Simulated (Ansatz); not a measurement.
# CrCuO2: the cost of one run

Program: Ansatz 0.2.0. Level of theory: DFT PBE+U (U_eff = 3.7 eV on Cr 3d, 4 eV on Cu 3d), scalar-relativistic, plane waves, PAW. These are calculated values, not measurements.

## Step 1: The starting structure

Symmetry: R-3m, No. 166, trigonal system. Conventional cell: a = 3.037 Å, b = 3.037 Å, c = 17.246 Å, α = 90.00°, β = 90.00°, γ = 120.00°. Cr (site symmetry -3m) is surrounded by 6 O at 2.02 Å. Cu (site symmetry -3m) has 2 O at 1.88 Å as nearest neighbours. Around O (site symmetry 3m) lie 1 Cu at 1.88 Å and 3 Cr at 2.02 Å.

Structure file:

```cif
data_structure
_symmetry_space_group_name_H-M 'R-3m:H'
_symmetry_Int_Tables_number 166
_cell_length_a 3.0373
_cell_length_b 3.0373
_cell_length_c 17.2456
_cell_angle_alpha 90.000
_cell_angle_beta 90.000
_cell_angle_gamma 120.000
_cell_volume 137.78
loop_
_atom_site_label
_atom_site_type_symbol
_atom_site_symmetry_multiplicity
_atom_site_Wyckoff_symbol
_atom_site_fract_x
_atom_site_fract_y
_atom_site_fract_z
_atom_site_occupancy
Cr1 Cr 3 b 0.66667 0.33333 0.83333 1
Cu1 Cu 3 a 0.00000 0.00000 0.00000 1
O1 O 6 c 0.33333 0.66667 0.77549 1
```

An earlier run at PBE+U (U_eff = 3.7 eV on Cr 3d, 4 eV on Cu 3d) left this cell at 11.482 Å³/atom and -0.02 GPa (8×8×8 mesh). The large moments point both ways and cancel.

## Step 2: Field gradients and densities at the nuclei

Input file input.yaml:

```yaml
crystal:
  lattice:
    - [1.518654685, -0.8767956912, 11.4970485652]
    - [0.0, 1.7535913824, 11.4970485652]
    - [-1.518654685, -0.8767956912, 11.4970485652]
  atoms:
    - { symbol: Cr, position: [0.2499999997, 0.2499999997, 0.2499999997], spin: 2.78 }
    - { symbol: Cu, position: [-1.0e-10, -1.0e-10, -1.0e-10], spin: 0.05 }
    - { symbol: O, position: [0.0544107816, 0.0544107816, 0.0544107816] }
    - { symbol: O, position: [0.4455892187, 0.4455892187, 0.4455892187] }
    - { symbol: Cr, position: [0.7500000006, 0.7500000006, 0.7500000006], spin: -2.78 }
    - { symbol: Cu, position: [0.4999999999, 0.4999999999, 0.4999999999], spin: -0.05 }
    - { symbol: O, position: [0.5544107813, 0.5544107813, 0.5544107813] }
    - { symbol: O, position: [0.9455892183, 0.9455892183, 0.9455892183] }
basis:
  ecutwfc: 420
  ecutrho_ratio: 4
kpoints:
  mp_grid: { grid: [8, 8, 8] }
hamiltonian:
  xc: pbe
  hubbard:
    sites:
      - { species: Cr, l: d, u_eff: 3.7 }
      - { species: Cu, l: d, u_eff: 4.0 }
scf:
  occupations: { method: gaussian, width: 0.05 }
  lower_state_search: "off"
output:
  forces: true
  stress: true
  eigenvalues: true
  populations: true
  hubbard: { sites: [{ species: Cr, l: d }, { species: Cu, l: d }] }
  efg:
    contact_densities: true
    quadrupole_moments_barn: { Cr: -0.15, O: -0.02558, Cu: -0.22 }
magnetization:
  spin_polarized: true
checkpoint:
  read: start.run
  write: ck
  compress: false
  write_wavefunctions: false
  write_every: 100000
```

start.run is the folder with the converged state of an earlier run on this cell.

Run with:

```bash
> ansatz run input.yaml --threads 4 --pin off --max-ram 10240MiB --backend cpu --events-out ev --progress --plain --runs-dir out
```

**Question.** How long does this run take on 4 threads of Arm Neoverse V2, shared host, and how much memory does it need?

About 16 s, with a peak of 0.92 GiB.
